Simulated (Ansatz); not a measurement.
A 6-atom cell of SnO2 (I4_1/amd) from a materials database, relaxed with r2SCAN in the plane-wave code Ansatz. It is tetragonal, I4_1/amd (No. 141); conventional cell a = 3.999 Å, c = 10.203 Å, 13.60 Å³ an atom. Around Sn lie 6 O at 2.05–2.08 Å; around O lie 3 Sn at 2.05–2.08 Å.

The axes x, y and z are those of this cell:
```xyz
6
Lattice="-1.9996 1.9996 5.1013 1.9996 -1.9996 5.1013 1.9996 1.9996 -5.1013" Properties=species:S:1:pos:R:3 pbc="T T T"
Sn    0.0000    1.9996    2.5506
Sn    0.0000    0.0000    0.0000
O     0.0000    0.0000    8.1247
O     0.0000    1.9996    4.6285
O     0.0000    0.0000    2.0778
O     0.0000    1.9996    0.4728
```

Unstrained: The PBE gap is indirect, 1.703 eV (k = (0.188, 0.188, 0.271) to Γ), below the direct gap of 2.099 eV at Γ. The r2SCAN gap is indirect, 2.330 eV (k = (0.188, 0.188, 0.271) to Γ), below the direct gap of 2.745 eV at Γ. The HSE06 gap is indirect, 3.391 eV (P to Γ), below the direct gap of 3.866 eV at Γ. Meshes: PBE 10×10×10, r2SCAN 10×10×10, HSE06 6×6×6. Strains are changes of length per length, and xy shears are angles. After each strain the atoms were relaxed again with r2SCAN within the symmetry that the strain leaves, so tilts or polar shifts that break it weren't tested; points keep the names that they have in the unstrained zone. (Simulation; spin polarisation is off.)

Q: Apply epitaxial -4.95 % in the xy plane, free normal strain +7.00 %. How far does the gap move, against the unstrained cell?

A: PBE: the gap goes from 1.703 to 1.953 eV (+0.250 eV); the edges go from (0.188, 0.188, 0.271) → Γ to Γ–X (0.81) → Γ. HSE06: the gap goes from 3.391 to 3.478 eV (+0.087 eV); the edges go from P → Γ to Γ–X (0.81) → Γ.

Q: Estimate what isotropic -0.33 % on every length does to the gap.

A: PBE: the gap goes from 1.703 to 1.789 eV (+0.086 eV); the edges go from (0.188, 0.188, 0.271) → Γ to (0.260, 0.323, 0.208) → Γ. r2SCAN: the gap goes from 2.330 to 2.420 eV (+0.090 eV); the edges go from (0.188, 0.188, 0.271) → Γ to (0.260, 0.323, 0.208) → Γ. HSE06: the gap goes from 3.391 to 3.489 eV (+0.098 eV). The r2SCAN energy rises by 0.7 meV an atom.

Q: Estimate what xy shear, engineering strain (angle) +4.56 % does to the gap.

A: PBE: the gap goes from 1.703 to 1.680 eV (-0.023 eV); the edges go from (0.188, 0.188, 0.271) → Γ to (0.260, 0.260, 0.198) → Γ. r2SCAN: the gap goes from 2.330 to 2.304 eV (-0.026 eV); the edges go from (0.188, 0.188, 0.271) → Γ to (0.260, 0.260, 0.198) → Γ. HSE06: the gap goes from 3.391 to 3.364 eV (-0.027 eV); the edges go from P → Γ to (1/3, 1/3, 1/6) → Γ. The r2SCAN energy rises by 3.7 meV an atom.

Spin-orbit coupling is left out, which matters wherever the heavy atoms make up the band edges.

Where an edge lies off the special points, it is a point of the mesh or the k point where a search put PBE's edge or least direct gap, reused for the other functionals, whose own edges may lie a little apart.

Coordinates of k points refer to the reciprocal vectors of the primitive cell of the runs.
